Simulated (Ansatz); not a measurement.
The system is Fe.

```
Fe
1.0
    -1.44300    1.44300    1.44300
     1.44300   -1.44300    1.44300
     1.44300    1.44300   -1.44300
Fe
1
Direct
  0.00000 0.00000 0.00000
```

Base run:

```yaml
Program: Ansatz 0.2.0
Functional: PBE
Potentials_or_basis: all-electron LAPW, scalar-relativistic
Cutoff: 303 eV (chosen from the basis error)
Basis_error_allowed: 0.001 eV/atom
k_mesh: 13 × 13 × 13
Occupations: gaussian, width 0.018 eV
Spin: collinear spin, ferromagnetic start
Starting_moments: "[3.0] μB"
```

Its results: band gap on the k mesh none (metal or under the smearing width); pressure -9.8 GPa; net moment 2.24 μB per cell; site moments Fe +2.31 μB.

Problem. The run is repeated on the same cell with these changes: functional from PBE to RPBE; occupations from gaussian, width 0.018 eV to gaussian, width 0.1 eV. What comes out?

Solution. Band gap on the k mesh none (metal or under the smearing width); pressure -3.6 GPa; net moment 2.29 μB per cell; site moments Fe +2.36 μB.
